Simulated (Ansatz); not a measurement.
# Si2Ni(111) (Fm-3m bulk, slab 11 Å thick): relaxation and tunnelling images, part 2 of 2

Aim: relax Si2Ni(111) (Fm-3m bulk, slab 11 Å thick), then simulate its STM images at several biases.

Ansatz 0.2.0; DFT PBE, scalar-relativistic, plane waves, PAW.

### 3 Densities by energy window

The COD entry's cell or inner coordinates are ideal or old and differ from later refinements, so a difference from it is no clean test against experiment.

The windows are in eV from the zero of bias; a denser mesh resolves them.

Contents of input.yaml:

```yaml
crystal:
  lattice:
    - [3.81484108, 0.0, 0.0]
    - [-1.90742054, 3.30374929, 0.0]
    - [0.0, 0.0, 27.9018166139]
  atoms:
    - { symbol: Si, position: [0.0, 0.0, 0.3046396626] }
    - { symbol: Ni, position: [0.6666666668, 0.3333333332, 0.3325482882] }
    - { symbol: Si, position: [0.3333333332, 0.6666666663, 0.3604569034] }
    - { symbol: Si, position: [0.6666666668, 0.3333333332, 0.4162741441] }
    - { symbol: Ni, position: [0.3333333332, 0.6666666663, 0.4441827593] }
    - { symbol: Si, position: [0.0, 0.0, 0.4720913848] }
    - { symbol: Si, position: [0.3333333332, 0.6666666663, 0.5283271919] }
    - { symbol: Ni, position: [0.0, 0.0, 0.5571199833] }
    - { symbol: Si, position: [0.6666666668, 0.3333333332, 0.5858145832] }
    - { symbol: Si, position: [0.0, 0.0, 0.6423128679] }
    - { symbol: Ni, position: [0.6666666668, 0.3333333332, 0.6689343852] }
    - { symbol: Si, position: [0.3333333332, 0.6666666663, 0.6944479789] }
basis:
  ecutwfc: 420.0
  fft_grid_basis: typed
kpoints:
  mp_grid: { grid: [15, 15, 1] }
hamiltonian:
  xc: pbe
  pseudopotentials: { kind: paw }
scf:
  occupations: { method: gaussian, width: 0.1 }
output:
  forces: true
  eigenvalues: true
  band_densities:
    - { e_range: [-2.0, -1.0] }
    - { e_range: [-1.0, -0.5] }
    - { e_range: [-0.5, -0.25] }
    - { e_range: [-0.25, 0.0] }
    - { e_range: [0.0, 0.25] }
    - { e_range: [0.25, 0.5] }
    - { e_range: [0.5, 1.0] }
    - { e_range: [1.0, 1.5] }
  band_residual_tolerance: 1.0e-05
  write_potential: true
  elf: true
  write_density: true
  volumetric_format: npy
efield:
  axis: 3
  dipole_correction: true
  ramp_width: 0.04
checkpoint:
  read: start.run
  write: ck
  compress: false
  write_wavefunctions: false
  write_every: 100000
```

On the command line:

```
$ ansatz run input.yaml --threads 2 --pin off --max-ram 4423MiB --backend cpu --events-out ev --progress --plain --runs-dir out
```

The program printed:

```text
Warning: checkpoint.read: spin treatment differs: saved collinear, current unpolarized; the saved charge density seeds this run and the saved magnetisation is not carried: this deck is unpolarised; the saved density holds an absolute magnetisation of 3.3e-5 μB; saved orbitals and DFT+U occupations are not carried; the saved PAW projector densities are carried summed over spin
Warning: RAYON_NUM_THREADS=2 ignored (pool sized by the plan → 2); use --threads N
Engine: ansatz 0.2.0, x86_64-unknown-linux-gnu
Pseudopotentials: kind: paw
Pseudopotential: Si, paw, valence charge 4, recommended cutoff 420 eV (normal), Si.paw.azcp
Pseudopotential: Ni, paw, valence charge 18, recommended cutoff 420 eV (normal), Ni.paw.azcp
Functional definition: PBE
  parameter kappa = 0.804
  parameter beta = 0.06672455060314922
  exchange = pbe_x(kappa = kappa, mu = beta*pi^2/3)
  correlation = pbe_c(beta = beta)
Crystal: 12 atoms, lattice volume = 351.654 Å³
Basis set: ecut = 420 eV, 6885 PW (Γ), exchange–correlation on 54×54×384 points (8 copies of the dense FFT grid, shifted against one another)
Bands: 64, of which v1, the nominal top of the filled ones, is band 52 counted from 1 (51 counted from 0)
Symmetry: 6 space group operations
Space group: P3m1 (ITA 156), of the structure as read, at distance tolerance 7.1e-5 Å
k-points: 27 of 225 (time reversal used)
Non-local potential: Si, projectors of the file, l = 0: 2, l = 1: 2, l = 2: 2
Non-local potential: Ni, projectors of the file, l = 0: 3, l = 1: 2, l = 2: 3, l = 3: 1
PAW form: soft (Blöchl's): semilocal exchange-correlation on the pseudo side does not see the compensation charge
PAW one-centre angular grid: Si, 110 points (default); XC on 64 Gauss nodes
PAW one-centre angular grid: Ni, 590 points (default); XC on 64 Gauss nodes
Initial density: read from a saved state, or passed on in memory by an earlier SCF of this step, an earlier step, the calling program or the single point that the run made first
Initial wavefunctions: pseudopotential atomic-orbital guess
Functional: x = pbe(κ = 0.804, μ = 0.2195149727645171), c = pbe(β = 0.06672455060314922)
iter 1 solved again at ethr=1.75e-5 eV; its pass at ethr=3.10e-3 eV (dr2=1.82e-2 eV) is discarded
SCF iter   1: F=—  HF=-28448.000715 eV  |F-HF|=—  |Δ(HF+E_count)|=         —  Δρ=7.60e-4  dr2=7.02e-3  ethr=1.75e-5  p=-0.001 e·Å  D=-5.59e-4 V/Å  ΔV_dip=0.02 eV  dr2_dipole=7.17e-5  V_vac-E_F(+/−)=4.48/4.46 eV  ⟨swp⟩=3.0  Hψ=13450  notcnv=0
efield: sawtooth ramp at fractional position 0.9800 (handed on by an earlier solve), width 0.0400; the density the first Hamiltonian is built on has a dipole p = -0.001 e·Å; the dipole correction subtracts the counter field D = -5.59e-4 V/Å, which shifts the + side's vacuum level by +0.02 eV against the − side's; the planar-averaged density in the ramp window peaks in size at 1.6e-6 e/Å³
preconditioner: auto → LDOS  [metal: Δε(μ)=0.042 eV  Ē_g=7.045 eV  σ=0.100 eV  W_gap=0.23  n_scr=84 (ndim 8)  ℏωp=16.8 eV  f_vac=0.496  D(μ)=3.78/eV (n_scr^D=12)  β→1.0]
SCF iter   2: F=—  HF=-28448.000364 eV  |F-HF|=—  |Δ(HF+E_count)|=   3.51e-4  Δρ=1.65e-4  dr2=8.71e-5  ethr=6.75e-6  p=-0.001 e·Å  D=-7.28e-4 V/Å  ΔV_dip=0.02 eV  dr2_dipole=1.75e-5  V_vac-E_F(+/−)=4.50/4.48 eV  ⟨swp⟩=1.0  Hψ=1729  notcnv=0
SCF iter   3: F=—  HF=-28448.000524 eV  |F-HF|=—  |Δ(HF+E_count)|=   1.60e-4  Δρ=2.11e-4  dr2=1.04e-4  ethr=8.38e-8  p=-0.001 e·Å  D=-6.36e-4 V/Å  ΔV_dip=0.02 eV  dr2_dipole=1.13e-6  V_vac-E_F(+/−)=4.49/4.48 eV  ⟨swp⟩=3.1  Hψ=3584  notcnv=0
SCF iter   4: F=—  HF=-28448.000516 eV  |F-HF|=—  |Δ(HF+E_count)|=   7.90e-6  Δρ=8.79e-5  dr2=1.82e-5  ethr=8.38e-8  p=-0.001 e·Å  D=-6.28e-4 V/Å  ΔV_dip=0.02 eV  dr2_dipole=2.58e-7  V_vac-E_F(+/−)=4.49/4.48 eV  ⟨swp⟩=2.0  Hψ=2848  notcnv=0
SCF iter   5: F=—  HF=-28448.000515 eV  |F-HF|=—  |Δ(HF+E_count)|=   6.43e-7  Δρ=7.78e-6  dr2=5.32e-7  ethr=1.75e-8  p=-0.001 e·Å  D=-6.42e-4 V/Å  ΔV_dip=0.02 eV  dr2_dipole=1.62e-8  V_vac-E_F(+/−)=4.49/4.48 eV  ⟨swp⟩=2.2  Hψ=2320  notcnv=0
SCF iter   6: F=—  HF=-28448.000516 eV  |F-HF|=—  |Δ(HF+E_count)|=   6.06e-7  Δρ=7.28e-6  dr2=1.49e-7  ethr=9.62e-11  p=-0.001 e·Å  D=-6.42e-4 V/Å  ΔV_dip=0.02 eV  dr2_dipole=1.35e-9  V_vac-E_F(+/−)=4.49/4.48 eV  ⟨swp⟩=27.5  Hψ=18651  notcnv=0
SCF iter   7: F=-28448.000516 eV  HF=-28448.000516 eV  |F-HF|=1.95e-8  |Δ(HF+E_count)|=   1.42e-7  Δρ=1.13e-6  dr2=5.22e-9  ethr=9.62e-11  p=-0.001 e·Å  D=-6.41e-4 V/Å  ΔV_dip=0.02 eV  dr2_dipole=3.57e-10  V_vac-E_F(+/−)=4.49/4.48 eV  ⟨swp⟩=17.0  Hψ=14543  notcnv=0
SCF 1 converged in 7 iterations: F = -28448.000516 eV  dr2 = 5.22e-9
WARN: The input density's exchange-correlation potential varies sharply where the density is thin. Do not read a vacuum level from v_tot or v_xc, or from such a field of the output density. On a cell that repeats whose density bears no net charge and no dipole along the vacuum's axis use v_es (v_loc + v_h of the components); under efield.dipole_correction with no amplitude use v_es + v_field, which holds any external_charges[].barrier, or the levels of the report's work_function block, which leave it out; under a non-zero efield.amplitude the vacuum is tilted and has no level; on a cell that repeats and bears such a dipole with no correction it is tilted too, and efield.dipole_correction with no amplitude gives each side of its ramp a level where efield: is served; in a cell that repeats whose density bears a net charge (total_charge, or a fill off its count) it is curved and has none; of a slab under crystal.periodic whose density bears no net charge use v_es, which has a level on each side, short of where the two are joined; of another it falls or rises all the way out and has none; of a slab beside external_charges read slab_vacuum_level instead, which it has where they leave it neutral. The grid or the basis barely resolves most such structure, and the values can differ between equally converged runs; as a rule a tighter scf.convergence.dr2_threshold does not remove it. Where the density itself ripples (under the LDA too) a higher basis.ecutwfc lessens it. The files hold the spikes' plane waves up to the density's cutoff. Files: v_tot and the like, and their columns of v_z.tsv (output.write_potential); v_xc and the like, and their columns of v_comp_z.tsv (output.write_potential_components); where files of the output density stand in their place, no point of their own thin density is over the threshold below, and this is of outcome.potential() and, of a run that writes arrays (npy), the arrays of these names. Measured: with its Gaussian average of σ = 0.25 Å subtracted twice, the exchange-correlation potential is over 0.1 eV at 15 of the grid points where the equally averaged density (valence and model cores) is under 1e-3 e/Å³, and 0.108 eV at the most among them, at an averaged density of 9.1e-8 e/Å³. See output.write_potential in the manual, Limitations
SCF converged after 7 iterations
Free energy (F): -28448.000516 eV
Harris-Foulkes:  -28448.000516 eV  (|F-HF|=1.95e-8)
Internal energy: -28447.981902 eV  (E = F + TS)
E sigma→0 (E₀):  -28447.991209 eV
Entropy (-TS):   -0.018614 eV (-1.551 meV/atom)
Fermi energy:    3.439499 eV
Dipole field:    D = -0.000661 V/Å  (p = -0.001284 e·Å, saw-weighted, corrected)
Work function:   Φ+ = 4.4944 eV   Φ− = 4.4759 eV
Levels:          The Fermi level and band energies are counted from a zero that moves with the ramp; work functions are not
--- Per-component energies (eV) ---
  E_band       = -2373.075540
  E_kinetic    = 1473.277903
  E_local      = -132675.791049  (includes V_loc(G=0)·N_el)
  E_nonlocal   = 2720.330282
  E_hartree    = 64516.567081
  E_xc         = -792.417652
  E_vxc        = -827.418990  (∫ρ·V_xc dr)
  E_paw        = -10606.270684  (= ΣΔE_a)
  E_vpaw       = -2096.610462  (= ΣTr[D̂ρ^β])
  E_aug_tail   = 0.002117  (compensation charges beyond the density's cutoff)
  E_efield     = 0.000000  (sawtooth field / dipole correction)
  E_vefield    = 0.001247  (∫n·V_field dr)
  E_ewald      = 46916.320100
  E_smearing   = -0.018614  (= −TS)
  E_closure    = 0.000000  (closes the sum)
  Σ components = -28448.000516   (vs F -28448.000516, Δ=0.00e0)
--- Forces (eV/Å), atoms counted from 1 ---
  atom   1  Si     0.00000000    -0.00000000     0.45184350
  atom   2  Ni     0.00000000    -0.00000000     0.01036633
  atom   3  Si    -0.00000000    -0.00000000    -0.59353292
  atom   4  Si    -0.00000000     0.00000000    -0.33001912
  atom   5  Ni     0.00000000    -0.00000000     0.08807334
  atom   6  Si     0.00000000    -0.00000000     0.33377959
  atom   7  Si     0.00000000     0.00000000     0.03513391
  atom   8  Ni     0.00000000     0.00000000    -0.01654278
  atom   9  Si     0.00000000    -0.00000000    -0.00409271
  atom  10  Si     0.00000000     0.00000000     0.03221024
  atom  11  Ni     0.00000000     0.00000000    -0.02928563
  atom  12  Si     0.00000000     0.00000000     0.02207850
  max |Σ_I F_I| component: 1.22e-5 eV/Å
--- Band table (eV; the first three rows and the last of 27) ---
  k-point 0: bands = ["-101.2727", "-101.1840", "-100.8245", "-100.6970", "-61.6690", "-61.6690", "-61.6647", "-61.5800", "-61.5762", "-61.5762", "-61.2635", "-61.2635", "-61.1397", "-61.1212", "-61.1212", "-61.0380", "-10.1849", "-9.5430", "-8.5382", "-7.4161", "-5.4808", "-3.8749", "-2.4897", "-1.6906", "-1.6906", "-1.4606", "-1.4606", "-1.2202", "-1.2202", "-1.0206", "-1.0206", "-0.4729", "-0.4108", "-0.1213", "-0.1213", "-0.0129", "-0.0129", "0.0706", "0.3962", "0.3962", "0.5309", "0.5309", "1.0904", "2.4801", "2.4801", "2.5397", "3.3683", "3.3683", "4.0440", "4.3020", "4.3020", "4.6196", "4.7793", "5.2948", "5.2984", "5.2984", "5.4913", "5.5513", "5.5513", "5.7465", "5.7465", "6.1593", "6.1593", "6.4314"]
  k-point 1: bands = ["-101.2727", "-101.1840", "-100.8245", "-100.6970", "-61.6690", "-61.6690", "-61.6647", "-61.5800", "-61.5763", "-61.5762", "-61.2635", "-61.2635", "-61.1396", "-61.1212", "-61.1212", "-61.0380", "-10.1262", "-9.4850", "-8.4814", "-7.3583", "-5.4414", "-3.8541", "-2.5051", "-1.8101", "-1.6813", "-1.5392", "-1.4472", "-1.2895", "-1.1915", "-1.1076", "-0.9978", "-0.4122", "-0.3697", "-0.1854", "-0.1607", "-0.0253", "0.0001", "0.0240", "0.3930", "0.4005", "0.5262", "0.5291", "1.0648", "2.1121", "2.3218", "2.5746", "2.8729", "3.1739", "3.5192", "4.1362", "4.4094", "4.5312", "4.6920", "4.9364", "5.0571", "5.1856", "5.3631", "5.5351", "5.6838", "5.8482", "6.1112", "6.2938", "6.3151", "6.7868"]
  k-point 2: bands = ["-101.2727", "-101.1840", "-100.8245", "-100.6970", "-61.6691", "-61.6690", "-61.6647", "-61.5800", "-61.5764", "-61.5763", "-61.2636", "-61.2635", "-61.1396", "-61.1213", "-61.1212", "-61.0380", "-9.9507", "-9.3116", "-8.3121", "-7.1864", "-5.3276", "-3.8062", "-2.6023", "-2.1264", "-1.7592", "-1.6525", "-1.4649", "-1.4081", "-1.3006", "-1.1129", "-0.9301", "-0.4622", "-0.3202", "-0.2618", "-0.2357", "-0.1457", "0.0079", "0.0091", "0.3846", "0.4223", "0.5128", "0.5312", "0.9626", "1.5149", "1.9677", "2.0902", "2.6446", "2.7499", "2.7545", "3.6441", "3.6709", "3.9746", "4.3311", "4.5477", "4.7227", "5.0572", "5.4161", "5.7118", "6.1596", "6.2550", "6.5418", "6.7494", "6.9731", "7.0994"]
  k-point 26: bands = ["-101.2727", "-101.1840", "-100.8245", "-100.6970", "-61.6695", "-61.6695", "-61.6646", "-61.5799", "-61.5768", "-61.5768", "-61.2640", "-61.2640", "-61.1396", "-61.1217", "-61.1217", "-61.0379", "-6.2075", "-6.1774", "-6.0823", "-5.8515", "-5.6812", "-5.5593", "-4.8967", "-4.6585", "-3.2586", "-2.9252", "-2.8815", "-2.3514", "-1.8618", "-1.8203", "-1.4591", "-0.8494", "-0.8238", "-0.5569", "-0.5286", "-0.5007", "-0.1913", "0.0708", "0.0709", "0.0835", "0.2004", "0.3001", "0.5550", "0.5568", "0.5780", "0.6008", "0.7148", "0.7186", "1.2978", "1.3869", "2.2293", "2.4010", "3.0410", "3.0759", "4.8212", "4.8281", "4.8429", "6.1807", "6.1842", "7.3586", "7.7200", "7.8412", "8.2552", "8.9933"]
--- Band densities, each state counted as filled ---
  window                                       electrons  max residual (eV)  cut levels
  e_range: [-2, -1]                             6.328889             3.5e-9           0
  e_range: [-1, -0.5]                           1.626667             3.5e-9           0
  e_range: [-0.5, -0.25]                        0.462222             3.4e-9           0
  e_range: [-0.25, 0]                           0.657778             4.2e-9           0
  e_range: [0, 0.25]                            1.493333             4.5e-6           0
  e_range: [0.25, 0.5]                          1.120000             2.6e-6           0
  e_range: [0.5, 1]                             2.586667             3.4e-6           0
  e_range: [1, 1.5]                             2.471111             3.5e-6           0
```

It took 58 s on 2 threads of Intel Xeon Platinum 8259CL at 2.50GHz (Skylake/Cascade Lake), shared host; peak memory 0.91 GiB.

Read from this run: work function 4.49 eV (top face), 4.48 eV (bottom face).

band_densities.tsv:

```
# window	n_electrons	max_residual_ev	n_cut_levels
# fermi_ev = 3.439499
# range_zeros_ev = 3.439499
# range_zeros_ev: from where a range's energies are measured, in spin up and in spin down where the run solves two channels
e_range_-2_-1	6.328889	3.499e-9	0
e_range_-1_-0.5	1.626667	3.522e-9	0
e_range_-0.5_-0.25	0.462222	3.439e-9	0
e_range_-0.25_0	0.657778	4.225e-9	0
e_range_0_0.25	1.493333	4.525e-6	0
e_range_0.25_0.5	1.120000	2.550e-6	0
e_range_0.5_1	2.586667	3.402e-6	0
e_range_1_1.5	2.471111	3.477e-6	0
```

### 4 STM images

Tersoff–Hamann simulation (s-wave tip); biases are sample biases.

Images at several biases, each described by its contrast.

```
   bias  height (Å)  bright/dark  brightest over
−2.00 V         2.5            6    top Si atoms
−1.00 V         2.5          5.8    top Si atoms
−0.50 V         2.5           19    top Si atoms
−0.25 V         2.5           16    top Si atoms
+0.25 V         2.5           12    top Si atoms
+0.50 V         2.5           14    top Si atoms
+1.00 V         2.5          9.7    top Si atoms
+1.50 V         2.5          6.5    top Si atoms
```

The slab has states at the Fermi level, though not all of them need reach the top face. Its work function (top face) is 4.49 eV.

Constant-current image at a set point of 1.0 × 10⁻⁴ e/Å³, bias −0.25 V (filled states), over one surface cell. Columns run along a, rows up along b; exposed atoms at Si (0.33, 0.67), Ni (0.67, 0.33), Si (1.00, 0.00).

Values in Å, 9 rows by 10 columns:
```
0.08 0.45 0.76 0.96 1.06 1.08 1.02 0.87 0.62 0.25
0.44 0.79 1.02 1.15 1.21 1.19 1.10 0.92 0.62 0.29
0.72 1.00 1.17 1.26 1.28 1.23 1.10 0.87 0.55 0.41
0.94 1.14 1.25 1.29 1.25 1.14 0.94 0.64 0.41 0.64
0.98 1.14 1.22 1.22 1.14 0.98 0.72 0.39 0.39 0.72
0.94 1.07 1.11 1.07 0.94 0.72 0.40 0.22 0.40 0.72
0.82 0.91 0.91 0.82 0.64 0.39 0.22 0.22 0.39 0.64
0.44 0.45 0.42 0.42 0.48 0.55 0.57 0.52 0.44 0.41
0.08 0.16 0.42 0.66 0.80 0.87 0.84 0.74 0.55 0.29
```

The brightest spots lie over the top Si atoms; the darkest points are over the Si atoms about 1.5 Å below the slab's top atoms. The corrugation is 1.3 Å at a mean tip height of 2.4 Å.

Constant-current image at a set point of 7.4 × 10⁻⁵ e/Å³, bias +0.25 V (empty states), over one surface cell. Columns run along a, rows up along b; exposed atoms at Si (0.33, 0.67), Ni (0.67, 0.33), Si (1.00, 0.00).

Ten even steps from ' ' (0.00 pm) to '@' (91.11 pm):
```
--====++****################****++====--
====++****##%%%%%%%%%%%%%%##****++====--
==++**####%%%%@@@@@@@@%%%%####**++======
++****##%%%%@@@@@@@@@@%%%%##****++======
++**##%%%%@@@@@@@@@@@@%%%%##**++========
**##%%@@@@@@@@@@@@@@@@%%##**++==----==++
**##%%@@@@@@@@@@@@@@%%##**++==------==++
####%%@@@@@@@@@@@@%%####++==--::::--==++
####%%@@@@@@@@@@%%####**==--::..::--==**
####%%%%%%%%%%%%####**==--::....::--==**
**##%%%%%%%%%%##**++==--::      ::--==++
**############**++==--::        ::--==++
******##******++==--::..      ..::--==++
++++++++++====----::::::::::::::----====
============------------------------====
========================================
------======++++++++****++++++++======--
----====++++******######******++++====--
```

The brightest spots lie over the top Si atoms; the darkest points are over the Ni atoms about 0.7 Å below the slab's top atoms. The corrugation is 91 pm at a mean tip height of 2.9 Å.

### 5 More from the same densities

Decay of the current with height.

Near 4 Å the plane average falls as exp(−2.75 z/Å), a factor of 16 per ångström, which gives an apparent barrier of 7.2 eV (0.952 eV Å² times the slope squared). The vacuum level lies 4.49 eV above zero bias. The apparent barrier is well above that, because the states in the window carry large momentum along the surface and so decay faster than zone-centre states.

Shares of each window's states by atomic plane (%), top plane first:

| window (eV) | states | 1 Si | 2 Ni | 3 Si | 4 Si | 5 Ni | 6 Si | 7 Si | 8 Ni |
| --- | --- | --- | --- | --- | --- | --- | --- | --- | --- |
| -2 to -1 | 6.33 | 13 | 13 | 5 | 5 | 9 | 5 | 5 | 8 |
| -1 to -0.5 | 1.63 | 10 | 12 | 6 | 6 | 8 | 7 | 7 | 7 |
| -0.5 to -0.25 | 0.46 | 11 | 12 | 5 | 5 | 9 | 4 | 4 | 8 |
| -0.25 to +0 | 0.66 | 13 | 9 | 5 | 5 | 11 | 5 | 6 | 11 |
| +0 to +0.25 | 1.49 | 13 | 9 | 5 | 5 | 10 | 6 | 6 | 10 |
| +0.25 to +0.5 | 1.12 | 15 | 11 | 6 | 7 | 9 | 5 | 6 | 9 |
| +0.5 to +1 | 2.59 | 10 | 9 | 6 | 7 | 11 | 7 | 8 | 11 |
| +1 to +1.5 | 2.47 | 9 | 8 | 7 | 7 | 11 | 7 | 9 | 11 |

### 6 Summary of results

This closing draws on all 2 parts.

```
                            quantity         value
             work function, top face       4.49 eV
         gap of the slab on its mesh  none (metal)
corrugation at −0.25 V, tip 2.4 Å up         1.3 Å
corrugation at +0.25 V, tip 2.9 Å up         91 pm
```

**Reading.** At −0.25 V the brightest spots lie over the top Si atoms; the darkest points are over the Si atoms about 1.5 Å below the slab's top atoms. At +0.25 V the brightest spots lie over the top Si atoms; the darkest points are over the Ni atoms about 0.7 Å below the slab's top atoms. The model has an s-wave tip and no tip-sample forces.
